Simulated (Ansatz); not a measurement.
# SrCl2: band gap under strain

Aim: follow the gap of SrCl2 in the fluorite structure through these states: +1.5 % equal strain in all directions; -3.0 % shear in the xy plane; -0.5 % strain along x alone. The table at the end shows which levels were run.

Program: Ansatz 0.2.0. PAW datasets, plane waves. No spin polarisation and no zero-point or thermal motion.

### Step 1. The system as given

The unstrained cell was relaxed with r2SCAN; in each strained cell the atoms were relaxed again with r2SCAN. Names of k-points are those of the unstrained zone, where strain can split equivalent points. First state: +1.5 % equal strain in all directions.

It is cubic, Fm-3m (No. 225); conventional cell a = 7.100 Å, 29.83 Å³ an atom. Near Sr stand 8 Cl at 3.07 Å; near Cl stand 4 Sr at 3.07 Å.

Coordinates:

```
CELL_PARAMETERS angstrom
0.00000 3.55018 3.55018
3.55018 0.00000 3.55018
3.55018 3.55018 0.00000
ATOMIC_POSITIONS crystal
Sr 0.00000 0.00000 0.00000
Cl 0.25000 0.25000 0.25000
Cl 0.75000 0.75000 0.75000
```

From earlier runs on the unstrained cell: PBE 5.31 eV, r2SCAN 5.94 eV, HSE06 6.59 eV; a = 6.995 Å.

### Step 2. +1.5 % equal strain in all directions: PBE

input.yaml

```yaml
crystal:
  lattice:
    - [0.0, 3.5501838565, 3.5501838565]
    - [3.5501838565, 0.0, 3.5501838565]
    - [3.5501838565, 3.5501838565, 0.0]
  atoms:
    - { symbol: Sr, position: [0.0, 0.0, 0.0] }
    - { symbol: Cl, position: [0.25, 0.25, 0.25] }
    - { symbol: Cl, position: [0.75, 0.75, 0.75] }
kpoints:
  mp_grid: { grid: [6, 6, 6] }
  band_path:
    path:
      - [0.0, 0.0, 0.0]
      - [0.5, 0.0, 0.5]
      - [0.625, 0.25, 0.625]
      - [0.375, 0.375, 0.75]
      - [0.5, 0.5, 0.5]
      - [0.5, 0.25, 0.75]
      - [0.0, 0.5, 0.5]
    npoints: 1
hamiltonian:
  xc: pbe
scf:
  occupations: { method: fermi_dirac, width: 0.02 }
  n_extra_bands: 4
output:
  forces: true
  stress: true
  eigenvalues: true
  write_density: true
  write_potential: true
  elf: true
  volumetric_format: npy
```

The run is started by

```console
> ansatz run input.yaml --threads 4 --pin off --max-ram 4608MiB --backend cpu --events-out ev --progress --plain --runs-dir out
```

After this run come: +1.5 % equal strain in all directions: r2SCAN; +1.5 % equal strain in all directions: HSE06; -3.0 % shear in the xy plane: PBE; -3.0 % shear in the xy plane: r2SCAN; -3.0 % shear in the xy plane: HSE06; -0.5 % strain along x alone: PBE; -0.5 % strain along x alone: r2SCAN; -0.5 % strain along x alone: HSE06.

Q: Predict the outcome of this session.

**Answer**, as computed:

Least gap in eV (negative: overlap), with the change from the unstrained cell in brackets:

```
                                state  volume change (%)           PBE        r2SCAN         HSE06
+1.5 % equal strain in all directions               +4.6  5.14 (-0.17)  5.77 (-0.17)  6.41 (-0.18)
         -3.0 % shear in the xy plane               -0.0  5.31 (+0.00)  5.94 (+0.00)  6.59 (+0.00)
          -0.5 % strain along x alone               -0.5  5.31 (+0.00)  5.93 (-0.01)  6.59 (+0.00)
```

In words: The largest move of the HSE06 gap in the table is -0.177 eV, under +1.5 % equal strain in all directions. PBE and HSE06 differ by 1.28 eV on the unstrained gap, and by at most 0.01 eV on its change: PBE follows the response to strain far better than the gap itself.
